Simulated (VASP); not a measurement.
# V (Im-3m) in VASP: further runs, part 2 of 2

VASP 6.6.1. The steps go on from the part before.

### 3 Equation of state, PBEsol, collinear spin, ferromagnetic start, 12.51 Å³/atom (a relaxed cell with its volume scaled by 0.96)

File INCAR:

```
PREC = Accurate
ENCUT = 520
EDIFF = 1E-6
ISMEAR = -1
SIGMA = 0.05
LREAL = F
LASPH = T
NELM = 100
ALGO = Normal
ISIF = 2
LWAVE = F
LCHARG = F
ISPIN = 2
MAGMOM = 2
LORBIT = 11
LMAXMIX = 4
GGA = PS
```

File KPOINTS:

```
regular mesh
0
Gamma
  10 10 10
```

File POSCAR:

```
V                                       
1.0
   -1.4624875348      1.4624875348      1.4624875348
    1.4624875348     -1.4624875348      1.4624875348
    1.4624875348      1.4624875348     -1.4624875348
  V             
     1
Direct
     0.0000000000000000    0.0000000000000000    0.0000000000000000
```

Potentials or basis: VASP PAW PBE potentials, release 64 (V_sv).

On the command line:

```
$ cat potpaw_PBE.64/V_sv/POTCAR > POTCAR
$ mpirun -np 1 vasp_std > vasp.out
```

OUTCAR:

```text
PREC = Accurate
   ENCUT = 520
   EDIFF = 1E-6
   ISMEAR = -1
   LREAL = F
   LASPH = T
   NELM = 100
   ISIF = 2
   ISPIN = 2
   LORBIT = 11
   GGA = PS

 ion  position               nearest neighbor table
   1  0.000  0.000  0.000-

  LATTYP: Found a body centered cubic cell.
 ALAT       =     2.9249750696

  Lattice vectors:

 A1 = (  -1.4624875348,   1.4624875348,   1.4624875348)
 A2 = (   1.4624875348,  -1.4624875348,   1.4624875348)
 A3 = (   1.4624875348,   1.4624875348,  -1.4624875348)

Analysis of symmetry for initial positions (statically):
=====================================================================
 Subroutine PRICEL returns:
 Original cell was already a primitive cell.

 Routine SETGRP: Setting up the symmetry group for a
 body centered cubic supercell.

 Subroutine GETGRP returns: Found 48 space group operations
 (whereof 48 operations were pure point group operations)
 out of a pool of 48 trial point group operations.

The static configuration has the point symmetry O_h .

Analysis of symmetry for dynamics (positions and initial velocities):
=====================================================================
 Subroutine PRICEL returns:
 Original cell was already a primitive cell.

 Routine SETGRP: Setting up the symmetry group for a
 body centered cubic supercell.

 Subroutine GETGRP returns: Found 48 space group operations
 (whereof 48 operations were pure point group operations)
 out of a pool of 48 trial point group operations.

The dynamic configuration has the point symmetry O_h .

Analysis of structural, dynamic, and magnetic symmetry:
=====================================================================
 Subroutine PRICEL returns:
 Original cell was already a primitive cell.

 Routine SETGRP: Setting up the symmetry group for a
 body centered cubic supercell.

 Subroutine GETGRP returns: Found 48 space group operations
 (whereof 48 operations were pure point group operations)
 out of a pool of 48 trial point group operations.

The overall configuration has the point symmetry O_h .

 Subroutine INISYM returns: Found 48 space group operations
 (whereof 48 operations are pure point group operations),
 and found     1 'primitive' translations

----------------------------------------------------------------------------------------

                                     Primitive cell

  volume of cell :      12.5123

  direct lattice vectors                    reciprocal lattice vectors
    -1.462487535  1.462487535  1.462487535     0.000000000  0.341883256  0.341883256
     1.462487535 -1.462487535  1.462487535     0.341883256  0.000000000  0.341883256
     1.462487535  1.462487535 -1.462487535     0.341883256  0.341883256  0.000000000

  length of vectors
     2.533102716  2.533102716  2.533102716     0.483495937  0.483495937  0.483495937

  position of ions in fractional coordinates (direct lattice)
     0.000000000  0.000000000  0.000000000

  ion indices of the primitive-cell ions
   primitive index   ion index
                 1           1

----------------------------------------------------------------------------------------

 KPOINTS: regular mesh

Automatic generation of k-mesh.
 Grid dimensions read from file:
 generate k-points for:   10   10   10

 Generating k-lattice:

[... 66 lines left out ...]
   NFREE  =      0    steps in history (QN), initial steepest desc. (CG)
   ISIF   =      2    stress and relaxation
   ISYM   =      2    0-nonsym 1-usesym 2-fastsym
   POTIM  = 0.5000    time-step for ionic-motion
   TEBEG  =    0.0;   TEEND  =   0.0 temperature during run
   PSTRESS=    0.0 pullay stress
   NELECT =      13.0000    total number of electrons
   NUPDOWN=      -1.0000    fix difference up-down
   EMIN   =  10.00;   EMAX   =-10.00  energy-range for DOS
   EFERMI =   0.00;   METHOD = LEGACY
   ISMEAR =    -1;   SIGMA  =   0.05  broadening in eV -4-tet -1-fermi 0-gaus
   EFERMI_NEDOS =   21; number of points for ismear=-14 and -15
   IALGO  =     38    algorithm
   IMIX   =      4    mixing-type and parameters
     AMIX     =   0.40;   BMIX     =  1.00
     AMIX_MAG =   1.60;   BMIX_MAG =  1.00
  volume/ion in A,a.u.               =      12.51        84.44
  Fermi-wavevector in a.u.,A,eV,Ry     =   1.658099  3.133353 37.406390  2.749292
  Thomas-Fermi vector in A             =   2.745738
   LORBIT       =     11    0 simple, 1 ext, 2 COOP (PROOUT), +10 PAW based schemes
   GGA     = PS    functional components
   LHFCALC =     F    Hartree Fock is set to
   AEXX    =    0.0000 exact exchange contribution
   IVDW    =     0    specifies the selected vdW correction
   LEPSILON=     F    determine dielectric tensor
   LRPA    =     F    only Hartree local field effects (RPA)
 spin polarized calculation
  energy-cutoff  :      520.00
  volume of cell :       12.51
 maximum number of plane-waves:       370
   NGX =  9   NGY =  9   NGZ =  9

 number of electron      13.0000011 magnetization       0.0001889

 Free energy of the ion-electron system (eV)
  ---------------------------------------------------
  ext. energy  EPLUGINS =         0.00000000
  ---------------------------------------------------
  free energy    TOTEN  =        -9.62302248 eV

  energy without entropy =       -9.60591507  energy(sigma->0) =       -9.61446878

 E-fermi :  10.5141     XC(G=0): -13.4728

 val. band max:       10.5045173393   @ k =   0.3000   0.0000   0.0000
 cond. band min:      10.5346131684   @ k =  -0.2000   0.3000   0.1000
 fundamental gap:      0.0300958291
 Fermi energy:        10.5140751867

 spin component 1

 k-point     1 :       0.0000    0.0000    0.0000
  band No.  band energies     occupation
      1     -52.9233      1.00000
      2     -26.1869      1.00000
      3     -26.1869      1.00000
      4     -26.1869      1.00000
      5       3.7617      1.00000
      6      10.9069      0.00039
      7      10.9069      0.00039
      8      10.9069      0.00039
      9      13.1048      0.00000
     10      13.1048      0.00000
     11      31.5736      0.00000
[... 310 lines left out ...]
  band No.  band energies     occupation
      1     -52.7287      1.00000
      2     -26.9328      1.00000
      3     -26.4583      1.00000
      4     -26.2761      1.00000
      5       6.9111      1.00000
      6      10.0604      0.99989
      7      10.2498      0.99496
      8      12.3004      0.00000
      9      13.2634      0.00000
     10      13.7975      0.00000
     11      26.2325      0.00000

 [... further k-points ...]

 spin component 2

 k-point     1 :       0.0000    0.0000    0.0000
  band No.  band energies     occupation
      1     -52.9232      1.00000
      2     -26.1868      1.00000
      3     -26.1868      1.00000
      4     -26.1868      1.00000
      5       3.7618      1.00000
      6      10.9071      0.00039
      7      10.9071      0.00039
      8      10.9071      0.00039
      9      13.1049      0.00000
     10      13.1049      0.00000
     11      31.5738      0.00000
[... 310 lines left out ...]
  band No.  band energies     occupation
      1     -52.7286      1.00000
      2     -26.9327      1.00000
      3     -26.4582      1.00000
      4     -26.2759      1.00000
      5       6.9113      1.00000
      6      10.0606      0.99988
      7      10.2500      0.99495
      8      12.3005      0.00000
      9      13.2636      0.00000
     10      13.7976      0.00000
     11      26.2327      0.00000

 [... further k-points ...]

------------------------ aborting loop because EDIFF is reached ----------------------------------------

  FORCE on cell =-STRESS in cart. coord.  units (eV):
  Direction    XX          YY          ZZ          XY          YZ          ZX
  --------------------------------------------------------------------------------------
  -------------------------------------------------------------------------------------
  Total        0.6902415      0.6902415      0.6902415      0.0000000      0.0000000      0.0000000
  in kB       88.3843024     88.3843024     88.3843024      0.0000000      0.0000000      0.0000000
  external PRESSURE =      88.3843024 kB  Pullay stress =       0.0000000 kB

 VOLUME and BASIS-vectors are now :
 -----------------------------------------------------------------------------
  energy-cutoff  :      520.00
  volume of cell :       12.51
      direct lattice vectors                 reciprocal lattice vectors
    -1.462487535  1.462487535  1.462487535     0.000000000  0.341883256  0.341883256
     1.462487535 -1.462487535  1.462487535     0.341883256  0.000000000  0.341883256
     1.462487535  1.462487535 -1.462487535     0.341883256  0.341883256  0.000000000

 POSITION                                       TOTAL-FORCE (eV/Angst)
 -----------------------------------------------------------------------------------
      0.00000      0.00000      0.00000         0.000000     -0.000000      0.000000
 -----------------------------------------------------------------------------------
    total drift:                                0.000000     -0.000000      0.000000

  FREE ENERGIE OF THE ION-ELECTRON SYSTEM (eV)
  ---------------------------------------------------
  free  energy   TOTEN  =        -9.6230224830 eV

  energy  without entropy=       -9.6059150731  energy(sigma->0) =       -9.61446878

 total charge

# of ion       s       p       d       tot
------------------------------------------
    1        2.366   6.257   3.166  11.789

 magnetization (x)

# of ion       s       p       d       tot
------------------------------------------
    1        0.000   0.000   0.000   0.000
```

Wall time 17 s (1 thread of Intel Xeon Platinum 8488C (Sapphire Rapids), shared host); peak memory 0.13 GiB.

Results:

```yaml
Free_energy: -9.6230 eV
Pressure: 8.8 GPa
Band_gap_on_the_k_mesh: none (metal or under the smearing width)
Net_moment: 0.00 μB per cell
Valence_electrons_inside_the_program's_atomic_spheres: V 11.79
```

Caveat: the PAW data sets were made with another functional, which shifts forces and pressure a little.

### 4 Equation of state, PBEsol, collinear spin, ferromagnetic start, 12.77 Å³/atom (a relaxed cell with its volume scaled by 0.98)

INCAR is that of step 3.

KPOINTS is that of step 3.

File POSCAR:

```
V                                       
1.0
   -1.4725739744      1.4725739744      1.4725739744
    1.4725739744     -1.4725739744      1.4725739744
    1.4725739744      1.4725739744     -1.4725739744
  V             
     1
Direct
     0.0000000000000000    0.0000000000000000    0.0000000000000000
```

On the command line:

```
$ cat potpaw_PBE.64/V_sv/POTCAR > POTCAR
$ mpirun -np 1 vasp_std > vasp.out
```

It took 17 s on 1 thread of Intel Xeon Platinum 8488C (Sapphire Rapids), shared host; peak memory 0.13 GiB.

It converged, with:

* Free energy: -9.6338 eV
* Pressure: 4.3 GPa
* Band gap on the k mesh: none (metal or under the smearing width)
* Net moment: 0.00 μB per cell
* Valence electrons inside the program's atomic spheres: V 11.75

Caveat: the PAW data sets were made with another functional, which shifts forces and pressure a little.

### 5 Equation of state, PBEsol, collinear spin, ferromagnetic start, 13.03 Å³/atom

INCAR is that of step 4.

KPOINTS is that of step 4.

File POSCAR:

```
V                                       
1.0
   -1.4825241004      1.4825241004      1.4825241004
    1.4825241004     -1.4825241004      1.4825241004
    1.4825241004      1.4825241004     -1.4825241004
  V             
     1
Direct
     0.0000000000000000    0.0000000000000000    0.0000000000000000
```

On the command line:

```
$ cat potpaw_PBE.64/V_sv/POTCAR > POTCAR
$ mpirun -np 1 vasp_std > vasp.out
```

Wall time 16 s (1 thread of Intel Xeon Platinum 8488C (Sapphire Rapids), shared host); peak memory 0.13 GiB.

It converged, with:

* Free energy: -9.6374 eV
* Pressure: 0.1 GPa
* Band gap on the k mesh: none (metal or under the smearing width)
* Net moment: 0.00 μB per cell
* Valence electrons inside the program's atomic spheres: V 11.71

Caveat: the PAW data sets were made with another functional, which shifts forces and pressure a little.

### 6 Equation of state, PBEsol, collinear spin, ferromagnetic start, 13.29 Å³/atom (a relaxed cell with its volume scaled by 1.02)

INCAR is that of step 5.

KPOINTS is that of step 5.

File POSCAR:

```
V                                       
1.0
   -1.4923424269      1.4923424269      1.4923424269
    1.4923424269     -1.4923424269      1.4923424269
    1.4923424269      1.4923424269     -1.4923424269
  V             
     1
Direct
     0.0000000000000000    0.0000000000000000    0.0000000000000000
```

Potentials or basis: VASP PAW PBE potentials, release 64 (V_sv).

On the command line:

```
$ cat potpaw_PBE.64/V_sv/POTCAR > POTCAR
$ mpirun -np 1 vasp_std > vasp.out
```

It took 18 s on 1 thread of Intel Xeon Platinum 8488C (Sapphire Rapids), shared host; peak memory 0.13 GiB.

The run converged. Its results:

```
Free energy                                           : -9.6346 eV
Pressure                                              : -3.7 GPa
Band gap on the k mesh                                : none (metal or under the smearing width)
Net moment                                            : 0.00 μB per cell
Valence electrons inside the program's atomic spheres : V 11.67
```

Caveat: the PAW data sets were made with another functional, which shifts forces and pressure a little.

### 7 Equation of state, PBEsol, collinear spin, ferromagnetic start, 13.55 Å³/atom (a relaxed cell with its volume scaled by 1.04)

INCAR is that of step 6.

KPOINTS is that of step 6.

File POSCAR:

```
V                                       
1.0
   -1.5020332337      1.5020332337      1.5020332337
    1.5020332337     -1.5020332337      1.5020332337
    1.5020332337      1.5020332337     -1.5020332337
  V             
     1
Direct
     0.0000000000000000    0.0000000000000000    0.0000000000000000
```

On the command line:

```
$ cat potpaw_PBE.64/V_sv/POTCAR > POTCAR
$ mpirun -np 1 vasp_std > vasp.out
```

It took 18 s on 1 thread of Intel Xeon Platinum 8488C (Sapphire Rapids), shared host; peak memory 0.13 GiB.

The run converged. Its results:

* Free energy: -9.6258 eV
* Pressure: -7.2 GPa
* Band gap on the k mesh: none (metal or under the smearing width)
* Net moment: 0.00 μB per cell
* Valence electrons inside the program's atomic spheres: V 11.64

Caveat: the PAW data sets were made with another functional, which shifts forces and pressure a little.

### 8 Equation of state, PBEsol, collinear spin, ferromagnetic start

This run uses another cell than the first one, of 13.03 Å³/atom, 0.938 times its volume.

Potentials or basis: VASP PAW PBE potentials, release 64 (V_sv).

This step only gathers the single runs of the series.

Results:

```yaml
Equilibrium_volume: 13.05 Å³/atom
Bulk_modulus: 199 GPa
Pressure_derivative_of_the_bulk_modulus: "3.6 (rough: it moves with the points fitted)"
```

Energy against volume, from the lowest point:
```csv
volume (Å³/atom),energy (meV/atom)
12.512,14.39
12.773,3.64
13.034,0.00
13.294,2.85
13.555,11.62
```

Caveat: the PAW data sets were made with another functional, which shifts forces and pressure a little.
